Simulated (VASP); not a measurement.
# TePb (Fm-3m) in VASP: a series of runs

The runs below take TePb through relaxation of the atoms, single point, with r2SCAN.

Program: VASP 6.6.1. These are calculated values, not measurements. Logs are shortened: lines on timing, memory, paths and dates and some standing lists are left out, and cuts for length are marked.

## (1) The crystal as given

It takes space group Fm-3m (No. 225, cubic). The conventional cell has a = 6.462 Å, b = 6.462 Å, c = 6.462 Å, α = 90.00°, β = 90.00°, γ = 90.00°. Pb (site symmetry m-3m) has 6 Te at 3.23 Å as nearest neighbours. Te (site symmetry m-3m) is surrounded by 6 Pb at 3.23 Å.

## (2) Relaxation of the atoms, r2SCAN (atoms moved at random, drawn with an rms of 0.02 Å)

Contents of run.py:

```python
from ase.calculators.vasp import Vasp
from ase.io import read

atoms = read('POSCAR')
calc = Vasp(
    directory='calc',
    xc='r2scan',
    pp='PBE',
    setups='recommended',
    prec='Accurate',
    encut=520,
    ediff=1e-06,
    ismear=0,
    sigma=0.05,
    lreal=False,
    lasph=True,
    nelm=80,
    algo='Normal',
    isif=2,
    lwave=False,
    lcharg=False,
    lmixtau=True,
    ibrion=2,
    nsw=60,
    ediffg=-0.01,
    kpts=[7, 7, 7],
    gamma=True,
)
atoms.calc = calc

print('energy (eV):', atoms.get_potential_energy())
print('free energy (eV):', atoms.get_potential_energy(force_consistent=True))
print('forces (eV/A):')
print(atoms.get_forces())
print('stress (eV/A^3, Voigt):', atoms.get_stress())
print('Fermi level (eV):', calc.get_fermi_level())
print('cell (A, degrees):', atoms.cell.cellpar())
print('volume (A^3):', atoms.get_volume())
print('scaled positions:')
print(atoms.get_scaled_positions())
```

Contents of POSCAR:

```
TePb
1.0
    0.0000000000      3.2310000000      3.2310000000
    3.2310000000      0.0000000000      3.2310000000
    3.2310000000      3.2310000000      0.0000000000
Pb Te
1 1
Direct
   -0.0014010000      0.0053550000     -0.0009410000
    0.5070250000      0.4934680000      0.5030170000
```

Potentials or basis: VASP PAW PBE potentials, release 64 (Pb_d, Te).

Started as:

```sh
$ python run.py
```

Standard output:

```text
energy (eV): -82.69564839
free energy (eV): -82.69564839
forces (eV/A):
[[ 0.00048395 -0.00103812  0.00015895]
 [-0.00048395  0.00103812 -0.00015895]]
stress (eV/A^3, Voigt): [-9.44708130e-03 -9.44786499e-03 -9.44568988e-03  1.17223031e-06
 -3.47371190e-07  1.85612495e-06]
Fermi level (eV): 5.68027753
cell (A, degrees): [ 4.56932402  4.56932402  4.56932402 60.         60.         60.        ]
volume (A^3): 67.45915078200001
scaled positions:
[[2.53066879e-03 9.99840087e-01 9.16498247e-04]
 [5.03093331e-01 4.98982913e-01 5.01159502e-01]]
```

OUTCAR:

```text
ENCUT = 520.000000
   EDIFF = 1.00e-06
   EDIFFG = -1.00e-02
   METAGGA = R2SCAN
   PREC = Accurate
   IBRION = 2
   ISIF = 2
   ISMEAR = 0
   NELM = 80
   NSW = 60
   LASPH = .TRUE.
   LREAL = .FALSE.

 ion  position               nearest neighbor table
   1  0.999  0.005  0.999-   2 3.19   2 3.21   2 3.22   2 3.24   2 3.26   2 3.27
   2  0.507  0.493  0.503-   1 3.19   1 3.21   1 3.22   1 3.24   1 3.26   1 3.27

  LATTYP: Found a face centered cubic cell.
 ALAT       =     6.4620000000

  Lattice vectors:

 A1 = (   0.0000000000,   3.2310000000,   3.2310000000)
 A2 = (   3.2310000000,   0.0000000000,   3.2310000000)
 A3 = (   3.2310000000,   3.2310000000,   0.0000000000)

Analysis of symmetry for initial positions (statically):
=====================================================================
 Subroutine PRICEL returns:
 Original cell was already a primitive cell.

 Routine SETGRP: Setting up the symmetry group for a
 face centered cubic supercell.

 Subroutine GETGRP returns: Found  1 space group operations
 (whereof  1 operations were pure point group operations)
 out of a pool of 48 trial point group operations.

The static configuration has the point symmetry C_1 .

Analysis of symmetry for dynamics (positions and initial velocities):
=====================================================================
 Subroutine PRICEL returns:
 Original cell was already a primitive cell.

 Routine SETGRP: Setting up the symmetry group for a
 face centered cubic supercell.

 Subroutine GETGRP returns: Found  1 space group operations
 (whereof  1 operations were pure point group operations)
 out of a pool of 48 trial point group operations.

The dynamic configuration has the point symmetry C_1 .

 Subroutine INISYM returns: Found  1 space group operations
 (whereof  1 operations are pure point group operations),
 and found     1 'primitive' translations

----------------------------------------------------------------------------------------

                                     Primitive cell

  volume of cell :      67.4592

  direct lattice vectors                    reciprocal lattice vectors
     0.000000000  3.231000000  3.231000000    -0.154750851  0.154750851  0.154750851
     3.231000000  0.000000000  3.231000000     0.154750851 -0.154750851  0.154750851
     3.231000000  3.231000000  0.000000000     0.154750851  0.154750851 -0.154750851

  length of vectors
     4.569324020  4.569324020  4.569324020     0.268036337  0.268036337  0.268036337

  position of ions in fractional coordinates (direct lattice)
     0.998599000  0.005355000  0.999059000
     0.507025000  0.493468000  0.503017000

  ion indices of the primitive-cell ions
   primitive index   ion index
                 1           1
                 2           2

----------------------------------------------------------------------------------------

 KPOINTS: KPOINTS created by Atomic Simulation Env

Automatic generation of k-mesh.
 Grid dimensions read from file:
 generate k-points for:    7    7    7

 Generating k-lattice:

  Cartesian coordinates                     Fractional coordinates (reciprocal lattice)
    -0.022107264  0.022107264  0.022107264     0.142857143  0.000000000  0.000000000
[... 56 lines left out ...]
   LASPH  =      T    aspherical Exc in radial PAW
   ENCUT  =  520.0 eV  38.22 Ry    6.18 a.u.   8.50  8.50  8.50*2*pi/ulx,y,z
   NELM   =     80;   NELMIN=  2; NELMDL= -5     # of ELM steps
   EDIFF  = 0.1E-05   stopping-criterion for ELM
   LREAL  =      F    real-space projection
   EDIFFG = -.1E-01   stopping-criterion for IOM
   NSW    =     60    number of steps for IOM
   IBRION =      2    ionic relax: 0-MD 1-quasi-New 2-CG
   NFREE  =      1    steps in history (QN), initial steepest desc. (CG)
   ISIF   =      2    stress and relaxation
   ISYM   =      2    0-nonsym 1-usesym 2-fastsym
   POTIM  = 0.5000    time-step for ionic-motion
   TEBEG  =    0.0;   TEEND  =   0.0 temperature during run
   PSTRESS=    0.0 pullay stress
   NELECT =      20.0000    total number of electrons
   NUPDOWN=      -1.0000    fix difference up-down
   EMIN   =  10.00;   EMAX   =-10.00  energy-range for DOS
   EFERMI =   0.00;   METHOD = LEGACY
   ISMEAR =     0;   SIGMA  =   0.05  broadening in eV -4-tet -1-fermi 0-gaus
   EFERMI_NEDOS =   21; number of points for ismear=-14 and -15
   IALGO  =     38    algorithm
   IMIX   =      4    mixing-type and parameters
     AMIX     =   0.40;   BMIX     =  1.00
     AMIX_MAG =   1.60;   BMIX_MAG =  1.00
  volume/ion in A,a.u.               =      33.73       227.62
  Fermi-wavevector in a.u.,A,eV,Ry     =   1.091619  2.062861 16.213147  1.191633
  Thomas-Fermi vector in A             =   2.227868
   LORBIT       =      0    0 simple, 1 ext, 2 COOP (PROOUT), +10 PAW based schemes
   METAGGA = R2SCAN    functional components
   LHFCALC =     F    Hartree Fock is set to
   AEXX    =    0.0000 exact exchange contribution
   IVDW    =     0    specifies the selected vdW correction
   LEPSILON=     F    determine dielectric tensor
   LRPA    =     F    only Hartree local field effects (RPA)
 conjugate gradient relaxation of ions
 non-spin polarized calculation
 Gauss-broadening in eV      SIGMA  =   0.05
  energy-cutoff  :      520.00
  volume of cell :       67.46
 maximum number of plane-waves:      1837
 NGX is ok and might be reduce to    36
   NGX = 17   NGY = 17   NGZ = 17

--------------------------------------- Ionic step        1  -------------------------------------------

 number of electron      20.0000001 magnetization

 Free energy of the ion-electron system (eV)
  ---------------------------------------------------
  ext. energy  EPLUGINS =         0.00000000
  ---------------------------------------------------
  free energy    TOTEN  =       -82.69514794 eV

  energy without entropy =      -82.69514794  energy(sigma->0) =      -82.69514794

------------------------ aborting loop because EDIFF is reached ----------------------------------------

  FORCE on cell =-STRESS in cart. coord.  units (eV):
  Direction    XX          YY          ZZ          XY          YZ          ZX
  --------------------------------------------------------------------------------------
  -------------------------------------------------------------------------------------
  Total        0.6492902      0.6643086      0.6408747     -0.0042400     -0.0018382      0.0012044
  in kB       15.4208581     15.7775512     15.2209870     -0.1007017     -0.0436570      0.0286052
  external PRESSURE =      15.4731321 kB  Pullay stress =       0.0000000 kB
[... 131 lines left out ...]
--------------------------------------- Ionic step        5  -------------------------------------------

 number of electron      20.0000002 magnetization

 Free energy of the ion-electron system (eV)
  ---------------------------------------------------
  ext. energy  EPLUGINS =         0.00000000
  ---------------------------------------------------
  free energy    TOTEN  =       -82.69564839 eV

  energy without entropy =      -82.69564839  energy(sigma->0) =      -82.69564839

 E-fermi :   5.6803     XC(G=0):  -9.8165

 val. band max:        5.4275866549   @ k =   0.4286   0.4286   0.4286
 cond. band min:       6.6940133077   @ k =   0.4286   0.4286   0.4286
 fundamental gap:      1.2664266528
 Fermi energy:         5.6802775264

 k-point     1 :       0.0000    0.0000    0.0000
  band No.  band energies     occupation
      1     -11.8603      2.00000
      2     -11.8603      2.00000
      3     -11.8482      2.00000
      4     -11.8482      2.00000
      5     -11.8482      2.00000
      6      -7.0063      2.00000
      7      -0.1183      2.00000
      8       4.0148      2.00000
      9       4.0148      2.00000
     10       4.0148      2.00000
     11       9.8637      0.00000
     12       9.8637      0.00000
     13       9.8638      0.00000
     14      11.6928      0.00000
[... 377 lines left out ...]
      1     -11.8797      2.00000
      2     -11.8606      2.00000
      3     -11.8497      2.00000
      4     -11.8387      2.00000
      5     -11.8367      2.00000
      6      -6.3560      2.00000
      7      -1.6590      2.00000
      8       3.5280      2.00000
      9       3.6339      2.00000
     10       4.7804      2.00000
     11       7.5085      0.00000
     12       9.2670      0.00000
     13       9.3850      0.00000
     14      10.7571      0.00000

 [... further k-points ...]

------------------------ aborting loop because EDIFF is reached ----------------------------------------

  FORCE on cell =-STRESS in cart. coord.  units (eV):
  Direction    XX          YY          ZZ          XY          YZ          ZX
  --------------------------------------------------------------------------------------
  -------------------------------------------------------------------------------------
  Total        0.6372918      0.6373447      0.6371979     -0.0001252     -0.0000791      0.0000234
  in kB       15.1358928     15.1371484     15.1336635     -0.0029735     -0.0018775      0.0005565
  external PRESSURE =      15.1355682 kB  Pullay stress =       0.0000000 kB
[... 17 lines left out ...]
  FREE ENERGIE OF THE ION-ELECTRON SYSTEM (eV)
  ---------------------------------------------------
  free  energy   TOTEN  =       -82.6956483891 eV

  energy  without entropy=      -82.6956483891  energy(sigma->0) =      -82.69564839

 reached required accuracy - stopping structural energy minimisation
```

INCAR:

```text
ENCUT = 520.000000
SIGMA = 0.050000
EDIFF = 1.00e-06
EDIFFG = -1.00e-02
ALGO = Normal
METAGGA = R2SCAN
PREC = Accurate
IBRION = 2
ISIF = 2
ISMEAR = 0
NELM = 80
NSW = 60
LASPH = .TRUE.
LCHARG = .FALSE.
LWAVE = .FALSE.
LMIXTAU = .TRUE.
LREAL = .FALSE.
```

Wall time 14 min (1 thread of Intel Xeon 6975P-C (Granite Rapids), shared host); peak memory 0.36 GiB.

What came out:

| Quantity | Value |
| --- | --- |
| Free energy | -82.6956 eV |
| Energy gained by relaxing | 0.3 meV/atom |
| Ionic steps | 5 |
| Pressure after relaxing | 1.5 GPa |
| Band gap on the k mesh | 1.27 eV, direct |

The path:
```tsv
step	energy change (eV)	largest force (eV/Å)	pressure (GPa)
1	0.0000	0.0214	1.55
2	0.0000	0.0207	1.54
3	-0.0002	0.0166	1.53
4	-0.0003	0.0105	1.52
5	-0.0005	0.0012	1.51
```

Final structure:
```
CELL_PARAMETERS angstrom
0.00000 3.23100 3.23100
3.23100 0.00000 3.23100
3.23100 3.23100 0.00000
ATOMIC_POSITIONS crystal
Pb 0.00253 0.99984 0.00092
Te 0.50309 0.49898 0.50116
```

Caveat: the PAW data sets were made with another functional, which shifts forces and pressure a little; spin-orbit coupling is left out, which as a rule narrows the gap of such compounds by several tenths of an eV; an odd mesh through Γ misses points on the zone boundary, where band edges often lie.

## (3) Single point, r2SCAN

Contents of INCAR:

```
SYSTEM = TePb
  ALGO = Normal
  EDIFF = 1E-6
  ENCUT = 520
  ISIF = 2
  ISMEAR = -1
  LASPH = .TRUE.
  LCHARG = .TRUE.
  LELF = .TRUE.
  LMIXTAU = .TRUE.
  LREAL = .FALSE.
  LVHAR = .TRUE.
  LWAVE = .FALSE.
  METAGGA = R2SCAN
  NELM = 60
  PREC = Accurate
  SIGMA = 0.05
```

Contents of KPOINTS:

```
k-points
0
G
  7 7 7
  0 0 0
```

Contents of POSCAR:

```
TePb
1.0
    0.0000000000      3.2310000000      3.2310000000
    3.2310000000      0.0000000000      3.2310000000
    3.2310000000      3.2310000000      0.0000000000
Pb Te
1 1
Direct
    0.0000000000      0.0000000000      0.0000000000
    0.5000000000      0.5000000000      0.5000000000
```

Potentials or basis: VASP PAW PBE potentials, release 64 (Pb_d, Te).

Started as:

```sh
$ cat potpaw_PBE.64/Pb_d/POTCAR potpaw_PBE.64/Te/POTCAR > POTCAR
$ mpirun -np 1 vasp_std > vasp.out
```

OUTCAR:

```text
SYSTEM = TePb
   EDIFF = 1E-6
   ENCUT = 520
   ISIF = 2
   ISMEAR = -1
   LASPH = .TRUE.
   LREAL = .FALSE.
   METAGGA = R2SCAN
   NELM = 60
   PREC = Accurate

 ion  position               nearest neighbor table
   1  0.000  0.000  0.000-   2 3.23   2 3.23   2 3.23   2 3.23   2 3.23   2 3.23
   2  0.500  0.500  0.500-   1 3.23   1 3.23   1 3.23   1 3.23   1 3.23   1 3.23

  LATTYP: Found a face centered cubic cell.
 ALAT       =     6.4620000000

  Lattice vectors:

[... 522 lines left out ...]

  FORCE on cell =-STRESS in cart. coord.  units (eV):
  Direction    XX          YY          ZZ          XY          YZ          ZX
  --------------------------------------------------------------------------------------
  -------------------------------------------------------------------------------------
  Total        0.6369146      0.6369146      0.6369146      0.0000000     -0.0000000     -0.0000000
  in kB       15.1269335     15.1269335     15.1269335      0.0000000     -0.0000000     -0.0000000
  external PRESSURE =      15.1269335 kB  Pullay stress =       0.0000000 kB

 VOLUME and BASIS-vectors are now :
 -----------------------------------------------------------------------------
  energy-cutoff  :      520.00
  volume of cell :       67.46
      direct lattice vectors                 reciprocal lattice vectors
     0.000000000  3.231000000  3.231000000    -0.154750851  0.154750851  0.154750851
     3.231000000  0.000000000  3.231000000     0.154750851 -0.154750851  0.154750851
     3.231000000  3.231000000  0.000000000     0.154750851  0.154750851 -0.154750851

 POSITION                                       TOTAL-FORCE (eV/Angst)
 -----------------------------------------------------------------------------------
      0.00000      0.00000      0.00000        -0.000000      0.000000     -0.000000
      3.23100      3.23100      3.23100         0.000000      0.000000      0.000000
 -----------------------------------------------------------------------------------
    total drift:                               -0.000000      0.000000      0.000000

  FREE ENERGIE OF THE ION-ELECTRON SYSTEM (eV)
  ---------------------------------------------------
  free  energy   TOTEN  =       -82.6956520918 eV

  energy  without entropy=      -82.6956518746  energy(sigma->0) =      -82.69565198
```

OSZICAR:

```text
N       E                     dE             d eps       ncg     rms          rms(c)
DAV:   1     0.755425460928E+02    0.75543E+02   -0.93262E+03   560   0.139E+03
DAV:   2    -0.760874203336E+02   -0.15163E+03   -0.14919E+03   596   0.340E+02
DAV:   3    -0.867910545790E+02   -0.10704E+02   -0.10663E+02   746   0.971E+01
[... 11 lines left out ...]
DAV:  15    -0.826956444784E+02   -0.38181E-03   -0.28184E-04   590   0.197E-01    0.125E-02
DAV:  16    -0.826956377605E+02    0.67179E-05   -0.41090E-05   644   0.567E-02    0.104E-02
DAV:  17    -0.826956499167E+02   -0.12156E-04   -0.83566E-06   590   0.270E-02    0.116E-02
DAV:  18    -0.826956519389E+02   -0.20221E-05   -0.41317E-06   472   0.186E-02    0.523E-03
DAV:  19    -0.826956520918E+02   -0.15297E-06   -0.30296E-06   504   0.157E-02
   1 F= -.82695652E+02 E0= -.82695652E+02  d E =-.217215E-06
```

It took 53 s on 1 thread of Intel Xeon 6975P-C (Granite Rapids), shared host; peak memory 0.22 GiB.

What came out:

```yaml
Free_energy: -82.6957 eV
Pressure: 1.5 GPa
```

Levels at points of the mesh, in eV from the Fermi level:
```csv
k point,band 7,band 8,band 9,band 10,band 11,band 12,band 13,band 14
"(0.00, 0.00, 0.00)",-6.18,-2.05,-2.05,-2.05,3.80,3.80,3.80,5.63
```

Caveat: this odd mesh misses L, where the gap lies, so gap, dielectric constants and Born charges aren't listed; the PAW data sets were made with another functional, which shifts forces and pressure a little. Spin-orbit coupling is left out, which matters for the levels of Pb, Te.
